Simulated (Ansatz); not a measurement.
H2O on a (111) slab of CoSi$_{2}$ (Fm-3m (No. 225)), 6 planes, outer planes Si (top) and Si (bottom), 1 a cell of 48.7 Å², relaxed and still whole (its atoms last):

```yaml
crystal:
  lattice:
    - [7.50131, 0.00000, 0.00000]
    - [-3.75066, 6.49633, 0.00000]
    - [0.00000, 0.00000, 22.59360]
  atoms:
    - { symbol: Si, position: [0.50000, 0.50000, 0.35408] }
    - { symbol: Si, position: [0.50000, 0.00000, 0.35408] }
    - { symbol: Si, position: [0.00000, 0.50000, 0.35408] }
    - { symbol: Si, position: [0.00000, 0.00000, 0.35408] }
    - { symbol: Co, position: [0.33333, 0.16667, 0.38797] }
    - { symbol: Co, position: [0.33333, 0.66667, 0.38797] }
    - { symbol: Co, position: [0.83333, 0.16667, 0.38797] }
    - { symbol: Co, position: [0.83333, 0.66667, 0.38797] }
    - { symbol: Si, position: [0.66667, 0.33333, 0.42185] }
    - { symbol: Si, position: [0.66667, 0.83333, 0.42185] }
    - { symbol: Si, position: [0.16667, 0.33333, 0.42185] }
    - { symbol: Si, position: [0.16667, 0.83333, 0.42185] }
    - { symbol: Si, position: [0.83355, 0.66634, 0.48831] }
    - { symbol: Si, position: [0.83271, 0.16595, 0.48806] }
    - { symbol: Si, position: [0.33398, 0.66723, 0.48807] }
    - { symbol: Si, position: [0.33273, 0.16724, 0.48830] }
    - { symbol: Co, position: [0.66688, 0.33303, 0.52500] }
    - { symbol: Co, position: [0.66678, 0.83312, 0.52488] }
    - { symbol: Co, position: [0.16574, 0.33419, 0.52538] }
    - { symbol: Co, position: [0.16687, 0.83306, 0.52499] }
    - { symbol: Si, position: [0.00028, 0.49976, 0.55772] }
    - { symbol: Si, position: [0.00041, 0.00057, 0.55602] }
    - { symbol: Si, position: [0.49936, 0.49950, 0.55602] }
    - { symbol: Si, position: [0.49987, 0.00003, 0.55624] }
    - { symbol: O, position: [0.95083, 0.54850, 0.65298] }
    - { symbol: H, position: [0.80137, 0.48893, 0.64868] }
    - { symbol: H, position: [0.00686, 0.69738, 0.64842] }
```

These are results of Ansatz 0.2.0, DFT PBE+D3(BJ), scalar-relativistic, plane waves, PAW, not measurements. Settings: cutoff 420 eV, Γ-centred mesh 3×3×1 on the computed 27-atom cell, Gaussian smearing of 0.10 eV; no spin polarisation. A dipole correction removes the field between periodic images along c.

It binds with 0.32 eV a molecule against the clean slab and the free molecule (no zero-point or thermal terms); its shortest contact is O–Si 2.25 Å. Take first-order desorption with no barrier to adsorption, no reaction on the face and an assumed prefactor of 10^13 s⁻¹.

Q: How long does a molecule stay at 573 K?

A: τ = ν⁻¹·exp(E/k_BT) with k_BT = 0.0494 eV: E/k_BT = 6.5, so τ ≈ 7×10^-11 s. At about one hit a site a second (10⁻⁶ mbar) the coverage is near τ × 1 s⁻¹, so a layer needs more than atmospheric pressure.

Q: Where does its peak lie in a desorption experiment heated at 5 K/s?

A: The peak obeys E/(k_B·T_p²) = (ν/β)·exp(−E/k_BT_p). Solving gives T_p ≈ 125 K (E/k_BT_p = 29.8). An error of 0.1 eV in E moves it by about 39 K, and larger molecules have larger prefactors, which lowers it.

Q: Is this physisorption or chemisorption?

A: The tightest contact, O–Si 2.24 Å, is 1.27 times the sum of covalent radii, and deformation and lateral interaction add up to 0.00 eV; about 0.08 e cross the plane between them. It lies between the two: closer or more distorted than a van der Waals contact, longer than a covalent bond.

Spin polarisation was left out, and a magnetic state may lie lower.